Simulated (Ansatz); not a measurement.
Runs of Ansatz 0.2.0 on Te2Mo. The cell holds a slab with vacuum, 9 atoms: a = 3.562 Å, b = 3.562 Å, c = 31.563 Å, α = 90.00°, β = 90.00°, γ = 120.00°. 

```csv
level,k mesh,gap on the mesh (eV),relaxed volume (Å³/atom)
revPBE,7 × 7 × 1,(a),41.63
RPBE+D3(BJ),9 × 9 × 1,none,18.75
PBEsol+D3(BJ),9 × 9 × 1,0.56,23.57
LDA,7 × 7 × 1,0.91,(b)
PBE+D3(BJ),9 × 9 × 1,0.74,(c)
```

Alike in all rows: task relaxation of cell and atoms; potentials or basis Ansatz PAW; no spin polarisation; cell relaxed; cutoff (eV) 420; smearing fermi-dirac 0.05 eV.

**Question.** Fill in the values left out.

**Answer.** (a) 1.34; (b) 35.01; (c) 25.09.

Caveats: the plane-wave basis is chosen anew once the cell has moved, so the energies of steps on either side of that aren't comparable; odd divisions of the mesh miss points on the zone boundary, where band edges often lie, so the gap on the mesh can be too wide (some runs); spin-orbit coupling is left out, which moves the levels of the heavy elements (some runs); the PAW data sets come from PBE, with cores solved anew for the run's functional, which leaves a small shift of forces and pressure (some runs); the volume moved by over 15 % at a fixed basis, so the end points are rough (some runs); without dispersion, layers of such crystals drift apart on relaxing, which shifts levels and gaps (some runs); volumes and pressures include the vacuum (some runs).

A k mesh can miss the band edges, and the runs leave out spin-orbit coupling on Mo, Te.

A gap of «none» marks a metal or a gap under the smearing width.
